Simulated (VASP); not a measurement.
# CdTe (F-43m) in VASP: a series of runs

Runs on CdTe. Level: PBE. Tasks: relaxation of cell and atoms.

Everything below comes from runs of VASP 6.6.1. Logs are shortened: lines on timing, memory, paths and dates and some standing lists are left out, and cuts for length are marked.

### 1 The structure

Symmetry: F-43m, No. 216, cubic system. The conventional cell has a = 6.410 Å, b = 6.410 Å, c = 6.410 Å, α = 90.00°, β = 90.00°, γ = 90.00°. Around Cd (site symmetry -43m) lie 4 Te at 2.78 Å. Te (site symmetry -43m) has 4 Cd at 2.78 Å as nearest neighbours.

### 2 Relaxation of cell and atoms, PBE

The input, INCAR:

```
ALGO     = Normal         # electronic algorithm
EDIFF    = 1E-6           # SCF threshold, eV
EDIFFG   = -0.01          # ionic threshold
ENCUT    = 600            # plane-wave cutoff, eV
GGA      = PE             # functional
IBRION   = 2              # ionic algorithm
ISIF     = 3              # what is computed and relaxed
ISMEAR   = 0              # smearing method
LASPH    = T              # aspherical terms in the spheres
LCHARG   = F              # write CHGCAR
LREAL    = F              # projectors in reciprocal space
LWAVE    = F              # write WAVECAR
NELM     = 80             # most SCF steps
NSW      = 90             # ionic steps
PREC     = Accurate       # precision mode
SIGMA    = 0.03           # smearing width, eV
```

The input, KPOINTS:

```
k-points
0
Gamma
  8 8 8
```

The input, POSCAR:

```
CdTe
1.0
    0.0000000000      3.2050000000      3.2050000000
    3.2050000000      0.0000000000      3.2050000000
    3.2050000000      3.2050000000      0.0000000000
Cd Te
1 1
Direct
    0.0000000000      0.0000000000      0.0000000000
    0.2500000000      0.2500000000      0.2500000000
```

Potentials or basis: VASP PAW PBE potentials, release 64 (Cd, Te).

Command:

```sh
$ cat potpaw_PBE.64/Cd/POTCAR potpaw_PBE.64/Te/POTCAR > POTCAR
$ mpirun -np 1 vasp_std > vasp.out
```

OUTCAR:

```text
EDIFF = 1E-6
   EDIFFG = -0.01
   ENCUT = 600
   GGA = PE
   IBRION = 2
   ISIF = 3
   ISMEAR = 0
   LASPH = T
   LREAL = F
   NELM = 80
   NSW = 90
   PREC = Accurate

 ion  position               nearest neighbor table
   1  0.000  0.000  0.000-   2 2.78   2 2.78   2 2.78   2 2.78
   2  0.250  0.250  0.250-   1 2.78   1 2.78   1 2.78   1 2.78

  LATTYP: Found a face centered cubic cell.
 ALAT       =     6.4100000000

  Lattice vectors:

 A1 = (   0.0000000000,   3.2050000000,   3.2050000000)
 A2 = (   3.2050000000,   0.0000000000,   3.2050000000)
 A3 = (   3.2050000000,   3.2050000000,   0.0000000000)

Analysis of symmetry for initial positions (statically):
=====================================================================
 Subroutine PRICEL returns:
 Original cell was already a primitive cell.

 Routine SETGRP: Setting up the symmetry group for a
 face centered cubic supercell.

 Subroutine GETGRP returns: Found 24 space group operations
 (whereof 24 operations were pure point group operations)
 out of a pool of 48 trial point group operations.

The static configuration has the point symmetry T_d .

Analysis of symmetry for dynamics (positions and initial velocities):
=====================================================================
 Subroutine PRICEL returns:
 Original cell was already a primitive cell.

 Routine SETGRP: Setting up the symmetry group for a
 face centered cubic supercell.

 Subroutine GETGRP returns: Found 24 space group operations
 (whereof 24 operations were pure point group operations)
 out of a pool of 48 trial point group operations.

The dynamic configuration has the point symmetry T_d .

 Subroutine INISYM returns: Found 24 space group operations
 (whereof 24 operations are pure point group operations),
 and found     1 'primitive' translations

----------------------------------------------------------------------------------------

                                     Primitive cell

  volume of cell :      65.8437

  direct lattice vectors                    reciprocal lattice vectors
     0.000000000  3.205000000  3.205000000    -0.156006240  0.156006240  0.156006240
     3.205000000  0.000000000  3.205000000     0.156006240 -0.156006240  0.156006240
     3.205000000  3.205000000  0.000000000     0.156006240  0.156006240 -0.156006240

  length of vectors
     4.532554467  4.532554467  4.532554467     0.270210734  0.270210734  0.270210734

  position of ions in fractional coordinates (direct lattice)
     0.000000000  0.000000000  0.000000000
     0.250000000  0.250000000  0.250000000

  ion indices of the primitive-cell ions
   primitive index   ion index
                 1           1
                 2           2

----------------------------------------------------------------------------------------

 KPOINTS: k-points

Automatic generation of k-mesh.
 Grid dimensions read from file:
 generate k-points for:    8    8    8

 Generating k-lattice:

  Cartesian coordinates                     Fractional coordinates (reciprocal lattice)
    -0.019500780  0.019500780  0.019500780     0.125000000  0.000000000  0.000000000
     0.019500780 -0.019500780  0.019500780     0.000000000  0.125000000  0.000000000
     0.019500780  0.019500780 -0.019500780     0.000000000  0.000000000  0.125000000

  Length of vectors
     0.033776342  0.033776342  0.033776342

  Shift w.r.t. Gamma in fractional coordinates (k-lattice)
     0.000000000  0.000000000  0.000000000

 Subroutine IBZKPT returns following result:
 ===========================================

 Found     29 irreducible k-points:

 Following reciprocal coordinates:
            Coordinates               Weight
  0.000000  0.000000  0.000000      1.000000
  0.125000  0.000000  0.000000      8.000000
  0.250000  0.000000  0.000000      8.000000
  0.375000  0.000000  0.000000      8.000000
  0.500000  0.000000  0.000000      4.000000
  0.125000  0.125000  0.000000      6.000000
[... 16 lines left out ...]
  0.500000  0.250000  0.125000     48.000000
 -0.375000  0.250000  0.125000     24.000000
 [... further k-points ...]
   k-points           NKPTS =     29   k-points in BZ     NKDIM =     29   number of bands    NBANDS=     13
   number of dos      NEDOS =    301   number of ions     NIONS =      2
   total plane-waves  NPLWV =  46656
   dimension x,y,z NGX =    36 NGY =   36 NGZ =   36
   dimension x,y,z NGXF=    72 NGYF=   72 NGZF=   72
   ions per type =               1   1
   NGX,Y,Z   is equivalent  to a cutoff of  13.20, 13.20, 13.20 a.u.
   NGXF,Y,Z  is equivalent  to a cutoff of  26.41, 26.41, 26.41 a.u.
 SYSTEM =  unknown system
   PREC   = accura    normal or accurate (medium, high low for compatibility)
   ISTART =      0    job   : 0-new  1-cont  2-samecut
   ICHARG =      2    charge: 1-file 2-atom 10-const
   ISPIN  =      1    spin polarized calculation?
   LNONCOLLINEAR =      F non collinear calculations
   LSORBIT =      F    spin-orbit coupling
   LASPH  =      T    aspherical Exc in radial PAW
   ENCUT  =  600.0 eV  44.10 Ry    6.64 a.u.   9.05  9.05  9.05*2*pi/ulx,y,z
   NELM   =     80;   NELMIN=  2; NELMDL= -5     # of ELM steps
   EDIFF  = 0.1E-05   stopping-criterion for ELM
   LREAL  =      F    real-space projection
   EDIFFG = -.1E-01   stopping-criterion for IOM
   NSW    =     90    number of steps for IOM
   IBRION =      2    ionic relax: 0-MD 1-quasi-New 2-CG
   NFREE  =      1    steps in history (QN), initial steepest desc. (CG)
   ISIF   =      3    stress and relaxation
   ISYM   =      2    0-nonsym 1-usesym 2-fastsym
   POTIM  = 0.5000    time-step for ionic-motion
   TEBEG  =    0.0;   TEEND  =   0.0 temperature during run
   PSTRESS=    0.0 pullay stress
   NELECT =      18.0000    total number of electrons
   NUPDOWN=      -1.0000    fix difference up-down
   EMIN   =  10.00;   EMAX   =-10.00  energy-range for DOS
   EFERMI =   0.00;   METHOD = LEGACY
   ISMEAR =     0;   SIGMA  =   0.03  broadening in eV -4-tet -1-fermi 0-gaus
   EFERMI_NEDOS =   21; number of points for ismear=-14 and -15
   IALGO  =     38    algorithm
   IMIX   =      4    mixing-type and parameters
     AMIX     =   0.40;   BMIX     =  1.00
     AMIX_MAG =   1.60;   BMIX_MAG =  1.00
  volume/ion in A,a.u.               =      32.92       222.17
  Fermi-wavevector in a.u.,A,eV,Ry     =   1.062497  2.007828 15.359610  1.128899
  Thomas-Fermi vector in A             =   2.197950
   LORBIT       =      0    0 simple, 1 ext, 2 COOP (PROOUT), +10 PAW based schemes
   GGA     = PE    functional components
   LHFCALC =     F    Hartree Fock is set to
   AEXX    =    0.0000 exact exchange contribution
   IVDW    =     0    specifies the selected vdW correction
   LEPSILON=     F    determine dielectric tensor
   LRPA    =     F    only Hartree local field effects (RPA)
 conjugate gradient relaxation of ions
 non-spin polarized calculation
 Gauss-broadening in eV      SIGMA  =   0.03
  energy-cutoff  :      600.00
  volume of cell :       65.84
 maximum number of plane-waves:      2216
   NGX = 19   NGY = 19   NGZ = 19

--------------------------------------- Ionic step        1  -------------------------------------------

 number of electron      17.9999995 magnetization

 Free energy of the ion-electron system (eV)
  ---------------------------------------------------
  ext. energy  EPLUGINS =         0.00000000
  ---------------------------------------------------
  free energy    TOTEN  =        -4.72644497 eV

  energy without entropy =       -4.72644497  energy(sigma->0) =       -4.72644497

------------------------ aborting loop because EDIFF is reached ----------------------------------------

  FORCE on cell =-STRESS in cart. coord.  units (eV):
  Direction    XX          YY          ZZ          XY          YZ          ZX
  --------------------------------------------------------------------------------------
  -------------------------------------------------------------------------------------
  Total        1.7888376      1.7888376      1.7888376     -0.0000000     -0.0000000      0.0000000
  in kB       43.5278679     43.5278679     43.5278679     -0.0000000     -0.0000000      0.0000000
  external PRESSURE =      43.5278679 kB  Pullay stress =       0.0000000 kB
[... 57 lines left out ...]
  energy  without entropy=       -4.8041238280  energy(sigma->0) =       -4.80412383

--------------------------------------- Ionic step        3  -------------------------------------------

 number of electron      18.0000006 magnetization

 Free energy of the ion-electron system (eV)
  ---------------------------------------------------
  ext. energy  EPLUGINS =         0.00000000
  ---------------------------------------------------
  free energy    TOTEN  =        -4.81039512 eV

  energy without entropy =       -4.81039512  energy(sigma->0) =       -4.81039512

 E-fermi :   1.9272     XC(G=0):  -8.3005

 val. band max:        1.7821063566   @ k =   0.0000   0.0000   0.0000
 cond. band min:       2.3593917162   @ k =   0.0000   0.0000   0.0000
 fundamental gap:      0.5772853595
 Fermi energy:         1.9272421056

 k-point     1 :       0.0000    0.0000    0.0000
  band No.  band energies     occupation
      1      -9.0423      2.00000
      2      -6.3030      2.00000
      3      -6.3030      2.00000
      4      -6.3030      2.00000
      5      -6.0874      2.00000
      6      -6.0874      2.00000
      7       1.7821      2.00000
      8       1.7821      2.00000
      9       1.7821      2.00000
     10       2.3594      0.00000
     11       6.4219      0.00000
     12       6.4219      0.00000
     13       6.4219      0.00000
[... 353 lines left out ...]
 k-point    24 :      -0.3750    0.2500    0.1250
  band No.  band energies     occupation
      1      -8.6530      2.00000
      2      -6.2295      2.00000
      3      -6.2197      2.00000
      4      -6.0993      2.00000
      5      -6.0824      2.00000
      6      -5.7046      2.00000
      7      -2.1321      2.00000
      8      -0.0698      2.00000
      9       0.6648      2.00000
     10       4.8713      0.00000
     11       6.4431      0.00000
     12       7.6614      0.00000
     13       8.7970      0.00000

 [... further k-points ...]

------------------------ aborting loop because EDIFF is reached ----------------------------------------

  FORCE on cell =-STRESS in cart. coord.  units (eV):
  Direction    XX          YY          ZZ          XY          YZ          ZX
  --------------------------------------------------------------------------------------
  -------------------------------------------------------------------------------------
  Total        0.0087919      0.0087919      0.0087919      0.0000000      0.0000000      0.0000000
  in kB        0.1940117      0.1940117      0.1940117      0.0000000      0.0000000      0.0000000
  external PRESSURE =       0.1940117 kB  Pullay stress =       0.0000000 kB
[... 17 lines left out ...]
  FREE ENERGIE OF THE ION-ELECTRON SYSTEM (eV)
  ---------------------------------------------------
  free  energy   TOTEN  =        -4.8103951157 eV

  energy  without entropy=       -4.8103951157  energy(sigma->0) =       -4.81039512

 reached required accuracy - stopping structural energy minimisation
```

Run time: 30 s. Hardware: 1 thread of Intel Xeon 6975P-C (Granite Rapids), shared host; peak memory 0.23 GiB.

Results:

```yaml
Free_energy: -4.8104 eV
Relaxed_volume: 36.30 Å³/atom
Relaxed_cell: a = 4.683 Å, b = 4.683 Å, c = 4.683 Å, α = 60.00°, β = 60.00°, γ = 60.00°
Space_group_after_relaxing_to_0.05_Å: F-43m (No. 216)
Energy_gained_by_relaxing: 42.0 meV/atom
Ionic_steps: 3
Pressure_after_relaxing: 0.0 GPa
Band_gap_on_the_k_mesh: 0.58 eV, direct
```

The path:
| step | energy change (eV) | largest force (eV/Å) | pressure (GPa) | volume (Å³) |
| --- | --- | --- | --- | --- |
| 1 | 0.0000 | 0.0000 | 4.35 | 65.84 |
| 2 | -0.0777 | 0.0000 | -0.93 | 74.74 |
| 3 | -0.0840 | 0.0000 | 0.02 | 72.60 |

Final structure:
```xyz
2
Lattice="0.0000 3.3111 3.3111 3.3111 0.0000 3.3111 3.3111 3.3111 0.0000" Properties=species:S:1:pos:R:3 pbc="T T T"
Cd    0.0000    0.0000    0.0000
Te    1.6556    1.6556    1.6556
```

Caveat: spin-orbit coupling is left out, which moves the levels of the heavy elements; the volume moved by +10 % from the deposited cell, more than functionals usually miss. Expect the measured gap to be larger: semilocal functionals such as PBE lack the derivative discontinuity.

(Part 1 of 2 ends here.)
